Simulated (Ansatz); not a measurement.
# SiO2 (Cristobalite): the cost of one run

Program: Ansatz 0.2.0. Level of theory: DFT PBEsol, scalar-relativistic, plane waves, PAW. These are calculated values, not measurements.

That is the level of the relaxation; later steps name their own.

## 1. The starting structure

Symmetry: P4_12_12, No. 92, tetragonal system. The conventional cell has a = 5.027 Å, b = 5.027 Å, c = 7.006 Å, α = 90.00°, β = 90.00°, γ = 90.00°. Si (site symmetry 2) has 4 O at 1.62 Å as nearest neighbours. O (site symmetry 1) has 2 Si at 1.62 Å as nearest neighbours.

Coordinates:

```
CELL_PARAMETERS angstrom
5.02689 0.00000 0.00000
0.00000 5.02689 0.00000
0.00000 0.00000 7.00564
ATOMIC_POSITIONS crystal
Si 0.29816 0.29816 0.00000
Si 0.20184 0.79816 0.25000
Si 0.70184 0.70184 0.50000
Si 0.79816 0.20184 0.75000
O 0.23957 0.10207 0.17842
O 0.39793 0.73957 0.42842
O 0.76043 0.89793 0.67842
O 0.60207 0.26043 0.92842
O 0.73957 0.39793 0.57158
O 0.89793 0.76043 0.32158
O 0.26043 0.60207 0.07158
O 0.10207 0.23957 0.82158
```

It is the result of an earlier relaxation at this level (volume 14.75 Å³/atom; gap on the mesh: 5.57 eV).

## 2. Band edges over the whole zone

File input.yaml:

```yaml
crystal:
  lattice:
    - [5.0268851628, 0.0, 0.0]
    - [0.0, 5.0268851628, 0.0]
    - [0.0, 0.0, 7.005641358]
  atoms:
    - { symbol: Si, position: [0.2981585358, 0.2981585358, 0.0] }
    - { symbol: Si, position: [0.2018414642, 0.7981585358, 0.25] }
    - { symbol: Si, position: [0.7018414642, 0.7018414642, 0.5] }
    - { symbol: Si, position: [0.7981585358, 0.2018414642, 0.75] }
    - { symbol: O, position: [0.2395719894, 0.1020662051, 0.1784158048] }
    - { symbol: O, position: [0.3979337949, 0.7395719894, 0.4284158048] }
    - { symbol: O, position: [0.7604280106, 0.8979337949, 0.6784158048] }
    - { symbol: O, position: [0.6020662051, 0.2604280106, 0.9284158048] }
    - { symbol: O, position: [0.7395719894, 0.3979337949, 0.5715841952] }
    - { symbol: O, position: [0.8979337949, 0.7604280106, 0.3215841952] }
    - { symbol: O, position: [0.2604280106, 0.6020662051, 0.0715841952] }
    - { symbol: O, position: [0.1020662051, 0.2395719894, 0.8215841952] }
basis:
  ecutwfc: 420
kpoints:
  mp_grid: { grid: [6, 6, 4] }
  band_path: { path: [VBM, CBM], npoints: 2 }
hamiltonian:
  xc: pbesol
scf:
  occupations: { method: gaussian, width: 0.02 }
output:
  forces: true
  stress: true
  eigenvalues: true
```

Launch:

```sh
$ ansatz run input.yaml --threads 4 --pin off --max-ram 10240MiB --backend cpu --events-out ev --progress --plain --runs-dir out
```

Q: Estimate wall time and peak memory on 4 threads of AMD EPYC (Zen 3), shared host.

About 47 s, with a peak of 0.6 GiB.
